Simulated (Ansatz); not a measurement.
**Equation of state of AgCl**

```
CELL_PARAMETERS angstrom
0.00000 2.77315 2.77315
2.77315 0.00000 2.77315
2.77315 2.77315 0.00000
ATOMIC_POSITIONS crystal
Ag 0.50000 0.50000 0.50000
Cl 0.00000 0.00000 0.00000
```

The geometry is COD entry 9011666, unchecked; take it as a test cell.

Levels of theory: DFT, LDA, all-electron LAPW, scalar-relativistic (Ansatz 0.2.0); DFT, LDA, PAW with Ansatz's default frozen-core files, scalar-relativistic (Ansatz 0.2.0).

For LAPW: a Γ-centred 8×8×8 k mesh, Fermi–Dirac smearing of 0.02 eV, basis error target 0.5 meV/atom, no spin polarisation. PAW takes a cutoff of 420 eV at this cell (files made with PBE, cores remade for this functional). The Ansatz runs share mesh, smearing and spin set-up. Plane-wave (PAW) pressures include the program's estimate of the Pulay term.

The cell above is scaled evenly, with fractional coordinates and shape held.

```
V/V(cell)  V (Å³/atom)  P, LAPW (GPa)  P, PAW (GPa)  gap on the k mesh, LAPW (eV)
   0.9400       20.047          -2.71         -2.72                          0.62
   0.9600       20.473          -3.80         -3.81                          0.61
   0.9800       20.900          -4.74         -4.75                          0.61
   0.9900       21.113          -5.17         -5.18                          0.61
   1.0000       21.327          -5.56         -5.57                          0.62
   1.0100       21.540          -5.93         -5.94                          0.62
   1.0200       21.753          -6.28         -6.28                          0.62
   1.0400       22.180          -6.89         -6.90                          0.62
   1.0600       22.606          -7.42         -7.42                          0.63
```
